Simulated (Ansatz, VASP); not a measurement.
## MgS: VASP beside Ansatz

```
Mg S
1.0
     0.00000    2.56649    2.56649
     2.56649    0.00000    2.56649
     2.56649    2.56649    0.00000
Mg S
1 1
Direct
  0.00000 0.00000 0.00000
  0.50000 0.50000 0.50000
```

Change from the starting cell: volume scaled by 0.96.

Alike in both runs: task single point; functional LDA; k mesh 8 × 8 × 8; occupations fermi-dirac, width 0.01 eV; no spin polarisation.

|  | VASP | Ansatz |
| --- | --- | --- |
| version | VASP 6.6.1 | Ansatz 0.2.0 |
| potentials or method | VASP PAW LDA potentials, release 64 (Mg, S), cutoff 520 eV | all-electron LAPW, scalar-relativistic |

```tsv
	VASP	Ansatz	Ansatz less VASP
gap on the k mesh at the Fermi level (eV)	2.64	2.65	+0.001
pressure (GPa)	-0.8	-0.2	+0.62
```

Ansatz ran all-electron here, so the differences hold the error of VASP's frozen core and of both bases.

A k mesh can miss the band edges.
